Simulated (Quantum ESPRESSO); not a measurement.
Crystal: BaTiO3.

```
Ba Ti O
1.0
     2.82737    1.63238    2.31839
    -2.82737    1.63238    2.31839
     0.00000   -3.26476    2.31839
Ba Ti O
1 1 3
Direct
  0.00000 0.00000 0.00000
  0.48450 0.48450 0.48450
  0.50860 0.01750 0.50860
  0.01750 0.50860 0.50860
  0.50860 0.50860 0.01750
```

* Program: Quantum ESPRESSO 7.5
* Task: phonons
* Functional: LDA
* Potentials or basis: GBRV 1.5 LDA
* Cutoff: 612 eV
* Density cutoff: 4898 eV
* k mesh: 4 × 4 × 4, shifted
* Occupations: fermi-dirac, width 0.05 eV
* Spin: no spin polarisation
* Form of the LDA correlation: PZ81
* Mixing beta: 0.5
* Most SCF iterations: 120
* SCF threshold: 1e-09 Ry

The cell and the atoms were relaxed first, to 12.33 Å³/atom (a = 3.950 Å, b = 3.950 Å, c = 3.950 Å, α = 89.97°, β = 89.97°, γ = 89.97°), and the response was taken there.

The first run showed a gap, so the response started from a second, tighter run with fixed occupations.

Task: Where do the zone-centre optical modes lie?

Result: E at 117 cm⁻¹ (IR and Raman); A1 at 152 cm⁻¹ (IR and Raman); E at 183 cm⁻¹ (IR and Raman); A1 at 184 cm⁻¹ (IR and Raman); A2 at 297 cm⁻¹ (silent); E at 300 cm⁻¹ (IR and Raman); E at 481 cm⁻¹ (IR and Raman); A1 at 495 cm⁻¹ (IR and Raman). Polar modes are given without the macroscopic field (transverse values).

Optical modes at Γ, degenerate ones joined, polar ones without the macroscopic field:
```csv
cm⁻¹,components,symmetry,active in,"IR intensity, summed ((D/Å)²/amu)"
117,2,E,IR and Raman,149.98
152,1,A1,IR and Raman,69.31
183,2,E,IR and Raman,2.11
184,1,A1,IR and Raman,0.32
297,1,A2,silent,0.00
300,2,E,IR and Raman,0.00
481,2,E,IR and Raman,8.14
495,1,A1,IR and Raman,4.75
```
